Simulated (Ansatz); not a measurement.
**Ga: which structure wins at one pressure**

Which of bcc, hcp, beta tin, omega, simple hexagonal has the lowest enthalpy for Ga at one common pressure? The runs shown use LAPW. Companion runs by PAW are cited.

Computed with Ansatz 0.2.0 (DFT, PBE, all-electron LAPW, scalar-relativistic, unless a step's input says otherwise).

## Step 1: Starting point

The structure is cubic, space group Im-3m (No. 229). Conventional cell: a = 3.005 Å, b = 3.005 Å, c = 3.005 Å, α = 90.00°, β = 90.00°, γ = 90.00°. Around Ga (site symmetry m-3m) lie 8 Ga at 2.60 Å.

Structure file:

```
Ga
1.0
    -1.50235    1.50235    1.50235
     1.50235   -1.50235    1.50235
     1.50235    1.50235   -1.50235
Ga
1
Direct
  0.00000 0.00000 0.00000
```

## Step 2: Bcc relaxed under pressure, LAPW

input.yaml

```yaml
crystal:
  lattice:
    - [-1.5023514815, 1.5023514815, 1.5023514815]
    - [1.5023514815, -1.5023514815, 1.5023514815]
    - [1.5023514815, 1.5023514815, -1.5023514815]
  atoms:
    - { symbol: Ga, position: [0.0, 0.0, 0.0] }
kpoints:
  mp_grid: { grid: [18, 18, 18] }
scf:
  occupations: { method: fermi_dirac, width: 0.1 }
hamiltonian:
  xc: pbe
  pseudopotentials: { kind: all_electron, lapw: { basis_error: 0.0005 } }
output:
  forces: true
  stress: true
  eigenvalues: true
relax:
  f_tol: 0.005
  max_steps: 12
  cell: { p_target: 39.0, stress_tol: 0.03 }
```

Launch:

```
$ ansatz run input.yaml --threads 1 --pin off --max-ram 3584MiB --backend cpu --events-out ev --progress --plain --runs-dir out
```

Further steps of the session: Hcp relaxed under pressure, LAPW; Beta tin relaxed under pressure, LAPW; Omega relaxed under pressure, LAPW; Simple hexagonal relaxed under pressure, LAPW.

**Question.** What will these runs give? Wanted: pressure; lowest (for each run or level that gives them).

**Answer**, as computed:

| quantity | value |
| --- | --- |
| pressure | 39 GPa |
| lowest (LAPW) | hcp, 39.2 meV/atom under bcc |
| lowest (PAW) | hcp, 39.3 meV/atom under bcc |

**Reading.** By LAPW the order is hcp < bcc < omega < simple hexagonal < beta tin. By PAW the order is hcp < bcc < omega < simple hexagonal < beta tin. The methods agree on the lowest phase. Only these structures were tried, with electrons smeared by 0.1 eV and without vibrations, so the true ground state may be another. The k meshes differ between phases and weren't tested, which can move differences by some meV.
